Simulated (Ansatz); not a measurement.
# TaN/GaN/TaN under bias, part 3 of 4

Wanted: I(V) for TaN/GaN/TaN. Both electrodes are TaN rock salt(111); the barrier is GaN zinc blende(111) (whole bilayers). In the first transport cell, after relaxation, the nearest pair of electrode and barrier is Ta–N at 2.06 Å, along the normal, at the lower face and Ta–Ga at 3.04 Å, at a slant, at the upper one. All share a net of side 3.171 Å, which strains the lower electrode by +1.5 % and the barrier by -1.4 %, against typed lattice constants near PBE's. The first steps treat the bulk electrodes alone.

Ansatz 0.2.0; PBE DFT, plane waves, PAW files (the session's first sound run).

So far. Step 3 (Relaxation): The largest force component on a free atom ends at 0.038 eV/Å. The work functions of the outer faces are 5.63 and 5.74 eV.

### 4. Current against voltage

This step: PBE DFT, plane waves, PAW files; current against voltage, self-consistent between two reservoirs (Ansatz 0.2.0).

System of this step: TaN/GaN/TaN. The cell holds 42 atoms: 18 Ta, 20 N and 4 Ga. Its edges and angles: a = 3.171 Å, b = 3.171 Å, c = 67.250 Å, α = 90.0°, β = 90.0°, γ = 120.0°. Regions: left electrode, 17 atoms (9 Ta and 8 N); barrier, 8 atoms (4 N and 4 Ga); right electrode, 17 atoms (9 Ta and 8 N). Vacuum lies along c.

Under bias the potential drop changes the barrier, so density and potential are solved anew at each voltage between two reservoirs. The leads must hold the reservoirs as well as the screening charge.

Input file input.yaml:

```yaml
crystal:
  lattice:
    - [3.171, 0.0, 0.0]
    - [-1.5855, 2.7461665554, 0.0]
    - [0.0, 0.0, 67.2503986594]
  atoms:
    - { symbol: Ta, position: [0.66666667, 0.33333333, 0.1040886023] }
    - { symbol: "N", position: [0.0, 0.0, 0.1226764184] }
    - { symbol: Ta, position: [0.33333333, 0.66666667, 0.1412642346] }
    - { symbol: "N", position: [0.66666667, 0.33333333, 0.1598520507] }
    - { symbol: Ta, position: [0.0, 0.0, 0.1784398669] }
    - { symbol: "N", position: [0.33333333, 0.66666667, 0.197027683] }
    - { symbol: Ta, position: [0.66666667, 0.33333333, 0.2156154991] }
    - { symbol: "N", position: [0.0, 0.0, 0.2342033153] }
    - { symbol: Ta, position: [0.33333333, 0.66666667, 0.2527911314] }
    - { symbol: "N", position: [0.66666667, 0.33333333, 0.2713789476] }
    - { symbol: Ta, position: [0.0, 0.0, 0.2899667637] }
    - { symbol: "N", position: [0.33333333, 0.66666667, 0.3085545799] }
    - { symbol: Ta, position: [0.66666667, 0.33333333, 0.327142396] }
    - { symbol: "N", position: [0.0, 0.0, 0.3457302122] }
    - { symbol: Ta, position: [0.33333333, 0.66666667, 0.3643180283] }
    - { symbol: "N", position: [0.66666667, 0.33333333, 0.3829058444] }
    - { symbol: Ta, position: [0.0, 0.0, 0.402693235] }
    - { symbol: "N", position: [0.0, 0.0, 0.4333150222] }
    - { symbol: Ga, position: [0.33333333, 0.66666667, 0.4435073014] }
    - { symbol: "N", position: [0.33333333, 0.66666667, 0.4724891765] }
    - { symbol: Ga, position: [0.66666667, 0.33333333, 0.4828808894] }
    - { symbol: "N", position: [0.66666667, 0.33333333, 0.5118143484] }
    - { symbol: Ga, position: [0.0, 0.0, 0.5222060614] }
    - { symbol: "N", position: [0.0, 0.0, 0.5511395204] }
    - { symbol: Ga, position: [0.33333333, 0.66666667, 0.5628364257] }
    - { symbol: Ta, position: [0.66666667, 0.33333333, 0.5988432606] }
    - { symbol: "N", position: [0.0, 0.0, 0.6170941556] }
    - { symbol: Ta, position: [0.33333333, 0.66666667, 0.6356819717] }
    - { symbol: "N", position: [0.66666667, 0.33333333, 0.6542697878] }
    - { symbol: Ta, position: [0.0, 0.0, 0.672857604] }
    - { symbol: "N", position: [0.33333333, 0.66666667, 0.6914454201] }
    - { symbol: Ta, position: [0.66666667, 0.33333333, 0.7100332363] }
    - { symbol: "N", position: [0.0, 0.0, 0.7286210524] }
    - { symbol: Ta, position: [0.33333333, 0.66666667, 0.7472088686] }
    - { symbol: "N", position: [0.66666667, 0.33333333, 0.7657966847] }
    - { symbol: Ta, position: [0.0, 0.0, 0.7843845009] }
    - { symbol: "N", position: [0.33333333, 0.66666667, 0.802972317] }
    - { symbol: Ta, position: [0.66666667, 0.33333333, 0.8215601331] }
    - { symbol: "N", position: [0.0, 0.0, 0.8401479493] }
    - { symbol: Ta, position: [0.33333333, 0.66666667, 0.8587357654] }
    - { symbol: "N", position: [0.66666667, 0.33333333, 0.8773235816] }
    - { symbol: Ta, position: [0.0, 0.0, 0.8959113977] }
kpoints:
  mp_grid: { grid: [12, 12, 1] }
scf:
  occupations: { method: fermi_dirac, width: 0.1 }
  max_iter: 150
hamiltonian:
  xc: pbe
output:
  current_voltage:
    bias: [0.3, 1.0, -0.3, -1.0]
    kmesh: [18, 18]
    leads: [[7, 9], [33, 35]]
    electrode_ends: [16, 25]
  write_potential: true
  write_density: true
  volumetric_format: npy
  elf: true
```

The run is started by

```bash
> ansatz run input.yaml --threads 4 --pin off --max-ram 16384MiB --backend cpu --events-out ev --progress --plain --runs-dir out
```

Numbers of over 12 decimals in the logs are rounded to 6 here.

Output:

```text
[...]
Crystal: 42 atoms, lattice volume = 585.623 Å³
Basis set: ecut = 420 eV, 11433 PW (Γ)
Bands: 235, of which v1, the nominal top of the filled ones, is band 193 counted from 1 (192 counted from 0)
Symmetry: 6 space group operations
[...]
k-points: 19 of 144 (time reversal used)
[...]
SCF iter   1: F=—  HF=-201619.602193 eV  |F-HF|=—  |Δ(HF+E_count)|=         —  Δρ=1.17e-2  dr2=1.03e2  ethr=1.77e-3  ⟨swp⟩=7.5  Hψ=20554  notcnv=0  defer=4
[...]
SCF iter  10: F=-201619.054355 eV  HF=-201619.054355 eV  |F-HF|=1.59e-8  |Δ(HF+E_count)|=   6.34e-9  Δρ=8.92e-7  dr2=1.90e-8  ethr=2.59e-11  ⟨swp⟩=13.8  Hψ=14608  notcnv=0
SCF 1 converged in 10 iterations: F = -201619.054355 eV  dr2 = 1.90e-8
[...]
bias +0 V, iteration  1: dr2 4.31e-2 eV, mean Fermi level 14.5835 eV
bias +0 V, iteration  2: dr2 2.49e-3 eV, mean Fermi level 14.5897 eV
bias +0 V, iteration  3: dr2 3.49e-4 eV, mean Fermi level 14.5892 eV
bias +0 V, iteration  4: dr2 4.38e-5 eV, mean Fermi level 14.5897 eV
bias +0 V, iteration  5: dr2 3.15e-6 eV, mean Fermi level 14.5897 eV
bias +0 V, iteration  6: dr2 3.31e-7 eV, mean Fermi level 14.5897 eV
bias +0 V, iteration  7: dr2 8.48e-8 eV, mean Fermi level 14.5897 eV
bias +0.3 V, iteration  1: dr2 1.32e2 eV, mean Fermi level 14.5868 eV
bias +0.3 V, iteration  2: dr2 1.96e1 eV, mean Fermi level 14.5898 eV
bias +0.3 V, iteration  3: dr2 3.28e-1 eV, mean Fermi level 14.5890 eV
bias +0.3 V, iteration  4: dr2 1.45e-3 eV, mean Fermi level 14.5900 eV
bias +0.3 V, iteration  5: dr2 1.06e-4 eV, mean Fermi level 14.5903 eV
bias +0.3 V, iteration  6: dr2 1.16e-5 eV, mean Fermi level 14.5904 eV
bias +0.3 V, iteration  7: dr2 8.70e-6 eV, mean Fermi level 14.5905 eV
bias +0.3 V, iteration  8: dr2 8.21e-7 eV, mean Fermi level 14.5905 eV
bias +0.3 V, iteration  9: dr2 1.46e-7 eV, mean Fermi level 14.5905 eV
bias +0.3 V, iteration 10: dr2 2.14e-8 eV, mean Fermi level 14.5905 eV
bias +1 V, iteration  1: dr2 2.51e2 eV, mean Fermi level 14.5875 eV
bias +1 V, iteration  2: dr2 3.49e1 eV, mean Fermi level 14.5965 eV
bias +1 V, iteration  3: dr2 9.11e-1 eV, mean Fermi level 14.5964 eV
bias +1 V, iteration  4: dr2 6.03e-2 eV, mean Fermi level 14.5950 eV
bias +1 V, iteration  5: dr2 1.33e-2 eV, mean Fermi level 14.5935 eV
bias +1 V, iteration  6: dr2 7.29e-4 eV, mean Fermi level 14.5935 eV
bias +1 V, iteration  7: dr2 1.06e-4 eV, mean Fermi level 14.5933 eV
bias +1 V, iteration  8: dr2 1.15e-5 eV, mean Fermi level 14.5936 eV
bias +1 V, iteration  9: dr2 2.60e-6 eV, mean Fermi level 14.5936 eV
bias +1 V, iteration 10: dr2 1.25e-7 eV, mean Fermi level 14.5936 eV
bias +1 V, iteration 11: dr2 1.74e-8 eV, mean Fermi level 14.5937 eV
bias -0.3 V, iteration  1: dr2 7.89e-3 eV, mean Fermi level 14.5884 eV
bias -0.3 V, iteration  2: dr2 1.11e-3 eV, mean Fermi level 14.5884 eV
bias -0.3 V, iteration  3: dr2 1.25e-5 eV, mean Fermi level 14.5881 eV
bias -0.3 V, iteration  4: dr2 3.03e-6 eV, mean Fermi level 14.5882 eV
bias -0.3 V, iteration  5: dr2 4.18e-7 eV, mean Fermi level 14.5881 eV
bias -0.3 V, iteration  6: dr2 1.45e-7 eV, mean Fermi level 14.5881 eV
bias -0.3 V, iteration  7: dr2 3.46e-8 eV, mean Fermi level 14.5881 eV
bias -1 V, iteration  1: dr2 2.52e2 eV, mean Fermi level 14.5800 eV
bias -1 V, iteration  2: dr2 4.01e1 eV, mean Fermi level 14.5893 eV
bias -1 V, iteration  3: dr2 2.83e0 eV, mean Fermi level 14.5885 eV
bias -1 V, iteration  4: dr2 1.32e-1 eV, mean Fermi level 14.5862 eV
bias -1 V, iteration  5: dr2 1.39e-2 eV, mean Fermi level 14.5849 eV
bias -1 V, iteration  6: dr2 1.55e-3 eV, mean Fermi level 14.5841 eV
bias -1 V, iteration  7: dr2 1.08e-4 eV, mean Fermi level 14.5841 eV
bias -1 V, iteration  8: dr2 1.07e-5 eV, mean Fermi level 14.5842 eV
bias -1 V, iteration  9: dr2 1.49e-6 eV, mean Fermi level 14.5843 eV
bias -1 V, iteration 10: dr2 2.68e-7 eV, mean Fermi level 14.5843 eV
bias -1 V, iteration 11: dr2 3.08e-8 eV, mean Fermi level 14.5844 eV
transmission: 193 of 1887 steps passed
transmission: 381 of 1887 steps passed
[...]
transmission: 1887 of 1887 steps passed
WARN: The output density's exchange-correlation potential varies sharply where the density is thin. Do not read a vacuum level from v_tot or v_xc, or from such a field of the output density. On a cell that repeats whose density bears no net charge and no dipole along the vacuum's axis use v_es (v_loc + v_h of the components); under efield.dipole_correction with no amplitude use v_es + v_field, which holds any externa [...]
SCF converged after 10 iterations
Free energy (F): -201619.054355 eV
[...]
Internal energy: -201618.498356 eV  (E = F + TS)
E sigma→0 (E₀):  -201618.776356 eV
Entropy (-TS):   -0.555999 eV (-13.238 meV/atom)
Fermi energy:    14.588882 eV
[...]
--- Band table (eV; the first three rows and the last of 19) ---
  k-point 0: bands = [... 189 lower, 13.3119, 13.3700, 13.4828, 13.5623, 13.5623, 13.5963, 13.8057, 13.8160, ... 38 higher]
  k-point 1: bands = [... 189 lower, 13.4857, 13.4978, 13.5304, 13.6026, 13.6611, 13.6902, 13.7995, 13.8812, ... 38 higher]
  k-point 2: bands = [... 189 lower, 13.6375, 13.8329, 13.9609, 14.0121, 14.0139, 14.0249, 14.0870, 14.1687, ... 38 higher]
  k-point 18: bands = [... 189 lower, 14.2271, 14.2396, 14.2609, 14.6203, 14.7112, 14.7118, 14.7717, 14.8122, ... 38 higher]
--- Current–voltage curve ---
  leads      : [7, 9] from 7.00 to 25.75 and [33, 35] from 41.50 to 60.25 Å, reservoirs outside 18.93 and 48.32
  electrodes : end at 27.08 and 40.27 Å
  density    : 309 bands, filled at a thermal energy of 1.000e-1 eV; current at 300 K
  bias (V)   current (A)   every other point   every other energy   edges, levels   drop (V)   electrons moved   misfit (meV)   iterations
        +0      0.0000e0            0.0000e0             0.0000e0        0.0000e0     +0.000            0.00e0           24.9   7
      +0.3     2.8378e-7           1.9947e-7            2.8720e-7      8.9285e-12     +0.296           2.10e-3           23.8   10
        +1     2.4129e-7           2.4373e-7            2.4340e-7      2.8838e-10     +0.991           7.57e-3           34.4   11
      -0.3    -1.7407e-7          -1.9398e-7           -1.7724e-7      2.1685e-11     -0.296          -2.26e-3           24.7   7
        -1    -1.5659e-7          -1.5500e-7           -1.5649e-7      8.7051e-12     -0.991          -7.54e-3           24.7   11
  At 0 V the conductance is 2.6253e-6 S, 3.0148e13 S/m².
```

It took 40 min on 4 threads of Arm Neoverse V1, shared host; peak memory 6.1 GiB; 2.5 h of CPU time.

Reading the cycles: dr2 is the Hartree energy of the density residual (eV), the measure of convergence; HF is the Harris–Foulkes estimate of the energy, which meets the free energy F at convergence.

Numbers from this step:

* free energy: -201619.0544 eV
* Fermi energy: 14.59 eV
* conductance at zero bias: 3.01e13 S/m²

Checks by voltage:

```tsv
bias (V)	current density (ampere/m²)	current on every other mesh point (ampere)	drop across the junction (V)	electrons moved	electrons in bound states	misfit, lower lead (eV)	misfit, upper lead (eV)	iterations
-1	-1.80e12	-1.55e-7	-0.9907	-0.007539	6.41e-4	0.02029	0.02465	11
-0.3	-2.00e12	-1.94e-7	-0.2963	-0.002262	6.33e-5	0.01711	0.02473	7
0	0	0	0	0	0	0.02108	0.02487	7
0.3	3.26e12	1.99e-7	0.2963	0.002105	5.96e-5	0.02136	0.02377	10
1	2.77e12	2.44e-7	0.9905	0.007573	2.47e-4	0.02206	0.03442	11
```

Cell area 8.708 Å^2. Current through one cell against bias:

```tsv
bias (V)	current through one cell (nA)
-1.000	-157
-0.300	-174
0.000	0
0.300	284
1.000	241
```

Bias 0 V. Table of transmission and channels, zone mean by energy, zero at the mean Fermi level:

```tsv
energy (eV)	transmission	channels, left	channels, right
-0.259	0.00469	1.83	1.83
-0.233	0.00514	1.83	1.83
-0.207	0.00578	1.78	1.78
-0.181	0.00630	1.78	1.78
-0.155	0.00579	1.74	1.74
-0.129	0.00596	1.69	1.70
-0.103	0.00557	1.76	1.76
-0.078	0.00652	1.80	1.80
-0.052	0.0142	1.81	1.81
-0.026	0.0209	1.81	1.81
0.000	0.0311	1.81	1.81
0.026	0.0482	1.94	1.98
0.052	0.0526	2.02	2.04
0.078	0.0614	2	2
0.103	0.0692	1.96	1.93
0.129	0.0729	1.90	1.90
0.155	0.0975	1.93	1.93
0.181	0.0698	1.84	1.84
0.207	0.0406	1.77	1.73
0.233	0.0411	1.84	1.84
0.259	0.0373	1.86	1.86
```

Bias 1 V. The transmission and channels, zone mean by energy, zero at the mean Fermi level:

```tsv
energy (eV)	transmission	channels, left	channels, right
-0.776	0.00198	1.46	1.83
-0.724	0.00146	1.44	1.83
-0.698	0.00143	1.44	1.78
-0.646	0.00130	1.48	1.78
-0.620	0.00121	1.54	1.70
-0.569	0.00122	1.54	1.80
-0.517	0.00107	1.5	1.81
-0.491	0.00105	1.5	1.83
-0.439	0.00107	1.56	1.98
-0.388	0.00131	1.56	1.96
-0.362	0.00138	1.63	1.96
-0.310	0.00161	1.67	1.84
-0.284	0.00157	1.70	1.77
-0.233	0.00140	1.69	1.82
-0.181	0.00141	1.72	1.90
-0.155	0.00156	1.76	1.95
-0.103	0.00192	1.76	2.01
-0.052	0.00204	1.72	2.06
-0.026	0.00202	1.76	2.10
0.000	0.00203	1.76	2.10
0.026	0.00235	1.80	2.06
0.052	0.00270	1.78	2.12
0.103	0.00399	1.83	1.99
0.155	0.00308	1.83	2.10
0.181	0.00322	1.85	2.14
0.233	0.00341	1.83	2.19
0.284	0.00427	1.80	2.14
0.310	0.00432	1.81	2.19
0.362	0.00384	1.70	2.25
0.388	0.00398	1.76	2.28
0.439	0.00593	1.81	2.28
0.491	0.0199	1.83	2.38
0.517	0.0168	1.93	2.40
0.569	0.00948	2.02	2.45
0.620	0.00452	1.96	2.60
0.646	0.0212	1.90	2.64
0.698	0.00616	1.77	2.71
0.724	0.00374	1.80	2.75
0.776	0.00248	1.90	2.77
```

Bias -1 V. The transmission and channels, zone mean by energy, zero at the mean Fermi level:

```tsv
energy (eV)	transmission	channels, left	channels, right
-0.776	0.00347	1.83	1.46
-0.724	0.00262	1.83	1.44
-0.672	0.00243	1.81	1.48
-0.620	0.00263	1.70	1.54
-0.569	0.00232	1.76	1.54
-0.517	0.00217	1.81	1.5
-0.465	0.00221	1.93	1.52
-0.414	0.00219	2.02	1.57
-0.336	0.00237	1.90	1.67
-0.284	0.00261	1.77	1.70
-0.233	0.00213	1.86	1.69
-0.181	0.00186	1.90	1.72
-0.129	0.00161	2.01	1.76
-0.078	0.00157	2.06	1.72
-0.026	0.00149	2.10	1.76
0.000	0.00151	2.10	1.76
0.026	0.00221	2.06	1.80
0.078	0.00175	2.01	1.83
0.129	0.00178	2.08	1.83
0.181	0.00163	2.14	1.87
0.233	0.00172	2.19	1.83
0.284	0.00177	2.14	1.78
0.336	0.00197	2.17	1.78
0.414	0.00216	2.27	1.80
0.465	0.00277	2.34	1.81
0.517	0.00406	2.40	1.93
0.569	0.00345	2.41	2.02
0.620	0.00428	2.56	1.96
0.672	0.00805	2.67	1.84
0.724	0.00362	2.75	1.84
0.776	0.00396	2.77	1.88
```

Hartree potential energy less that at 0 V, planar mean against z:

```tsv
z (Å)	0.3 V (eV)	1 V (eV)	-0.3 V (eV)	-1 V (eV)
0.0	0.00538	0.00673	0.00265	-0.0031
2.5	0.0776	0.254	-0.0695	-0.249
5.0	0.143	0.478	-0.137	-0.471
7.5	0.150	0.503	-0.153	-0.506
10.0	0.151	0.504	-0.152	-0.507
12.5	0.151	0.504	-0.151	-0.504
15.0	0.150	0.504	-0.150	-0.500
17.5	0.150	0.502	-0.144	-0.482
20.0	0.150	0.503	-0.150	-0.500
22.5	0.150	0.504	-0.151	-0.505
25.0	0.149	0.502	-0.150	-0.503
27.5	0.154	0.530	-0.157	-0.533
30.0	0.105	0.373	-0.112	-0.379
32.5	0.0306	0.115	-0.0405	-0.131
35.0	-0.0495	-0.167	0.0405	0.147
37.5	-0.121	-0.420	0.116	0.406
40.0	-0.148	-0.498	0.146	0.496
42.5	-0.148	-0.496	0.147	0.494
45.0	-0.148	-0.494	0.148	0.493
47.5	-0.147	-0.490	0.148	0.494
50.0	-0.142	-0.472	0.148	0.494
52.5	-0.148	-0.492	0.148	0.494
55.0	-0.149	-0.494	0.148	0.494
57.5	-0.150	-0.497	0.148	0.495
60.0	-0.150	-0.497	0.148	0.493
62.5	-0.128	-0.444	0.136	0.452
65.0	-0.0595	-0.214	0.0678	0.219
```

ELF in the ca plane at fractional y = 0.000, with atoms of N and Ta and Ga within 0.2 Å of it. It is the smooth field of the valence electrons, not physical close to the nuclei.

Ten even steps from '0' (0.02) to '9' (0.81), each cell a mean:
```
00000000121002597697202443598588422225846732
01222101222222489985223322258985212322587323
35643212465321135532234212213531212453121245
47753213678630001122244223421222422576322577
46753213577521012322244213312322322565212466
13442111343222368863234321136762112342254234
00111000121012599996212332389897322223888622
00000000120101694287202443596279522226714842
```
Columns run along c (16.0 Å, from fractional 0.46 to 0.70 of the cell), rows up along a (3.2 Å). Atoms in or near the plane, at fractional coordinates: Ga at (0.52, 0.00), N at (0.55, 0.00), N at (0.62, 0.00), Ta at (0.67, 0.00).

Electrostatic potential energy in the ca plane at fractional y = 0.000, with atoms of N and Ta and Ga within 0.2 Å of it. With pseudopotentials it is smooth inside the atoms' cores, unlike the true potential.

Ten even steps from '0' (-43 eV) to '9' (17 eV), each cell a mean:
```
99999999975556871059999999972038999985100378
99999999987667998789999998887788889987433689
99988899999889999988999987788988778898877899
99987899999999999987899876678987667899999998
99988899999999999988899876678987667899888998
99999999998778999999999988888888888998656789
99999999986556884479999999985358999986201479
99999999975656750038999999970027999984000268
```
Columns run along c (16.0 Å, from fractional 0.46 to 0.70 of the cell; values clipped at the 3rd and 97th percentile), rows up along a (3.2 Å). Atoms in or near the plane, at fractional coordinates: Ga at (0.52, 0.00), N at (0.55, 0.00), N at (0.62, 0.00), Ta at (0.67, 0.00).

Valence density in the ca plane at fractional y = 0.000, with atoms of N and Ta and Ga within 0.2 Å of it. It is the smooth field of the valence electrons, not physical close to the nuclei.

Ten steps, logarithmic in the rise over the least value, from '0' (0 e/Å³) to '9' (35 e/Å³), each cell a mean:
```
00000000014873234432000000124442100013555420
00000000012321112321000001112321110111344211
01111000011110001111000011111111111111111111
01221100111100000011100012211111221111101111
01121100111100000111100012211111221111111111
00111000011111011211000001111211111111232111
00000000013552123431000000123432100012455310
00000000026994235542000000134542100013555420
```
Columns run along c (16.0 Å, from fractional 0.46 to 0.70 of the cell), rows up along a (3.2 Å). Atoms in or near the plane, at fractional coordinates: Ga at (0.52, 0.00), N at (0.55, 0.00), N at (0.62, 0.00), Ta at (0.67, 0.00).

All 5 points reached self-consistency. On every other mesh point the currents change by up to 30 %. The leads' potential repeats within 34 meV.

(Continued in part 4 of 4.)

[Logs are printed without paths, hosts, clocks, repeated set-up lines and the standing remarks that a program may print on its own settings, such as how far it seeks lower states.]

[Hosts, paths, dates, database ids (printed as entryN), source tags and the programs' standing remarks are cut or masked in the printed files.]
